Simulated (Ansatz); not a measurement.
Crystal: BaTiO3.

```
Ba Ti O
1.0
     2.82767    1.63255    2.31773
    -2.82767    1.63255    2.31773
     0.00000   -3.26511    2.31773
Ba Ti O
1 1 3
Direct
  0.03347 0.98847 0.00184
  0.50610 0.52748 0.53723
  0.48625 0.49715 0.97115
  0.47409 0.98642 0.47201
  0.97879 0.47918 0.49647
```

The cell isn't the ideal one: all atoms moved at random, sigma 0.05 Å a component.

Base run:

```yaml
Program: Ansatz 0.2.0
Functional: PBE
Potentials_or_basis: Ansatz PAW
Cutoff: "420 eV (not typed: the program's choice for these potentials)"
k_mesh: 7 × 7 × 7
Occupations: fermi-dirac, width 0.05 eV
Spin: no spin polarisation
Hubbard_terms: Ti d U = 6 eV
```

Its results: band gap on the k mesh 3.44 eV, indirect (least direct gap 3.92 eV); pressure 11.9 GPa; largest force 2.884 eV/Å.

Task: The run is repeated on the same cell with these changes: hubbard terms from Ti d U = 6 eV to Ti d U = 2 eV. What comes out?

Result: Band gap on the k mesh 2.96 eV, indirect (least direct gap 3.51 eV); pressure 10.2 GPa; largest force 2.398 eV/Å.

Caveats: the k mesh misses the band edges, so the gap on the mesh is wider than the one along the path; spin-orbit coupling is left out, which moves the levels of the heavy elements; forces of over 1 eV/Å show positions far from the minimum, so gaps and moduli don't describe the material at rest.
